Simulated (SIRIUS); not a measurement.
LiH:

```
Li H
1.0
     0.00000    2.03675    2.03675
     2.03675    0.00000    2.03675
     2.03675    2.03675    0.00000
Li H
1 1
Cartesian
  0.0000 0.0000 0.0000
  2.0368 2.0368 2.0368
```

Base run:

```yaml
Program: SIRIUS 7.12.0
Functional: PBEsol
Potentials_or_basis: all-electron FP-LAPW
Cutoff: 168 eV
Basis: apw+lo standard
k_mesh: 11 × 11 × 11
Occupations: fermi-dirac, width 0.05 eV
Spin: no spin polarisation
```

Its results: band gap on the k mesh 2.99 eV, direct.

Question: The run is repeated on the same cell with these changes: functional from PBEsol to LDA. What comes out?

Answer: Band gap on the k mesh 2.85 eV, direct.

Caveats: the mesh misses the band edges, which the band path finds closer together.
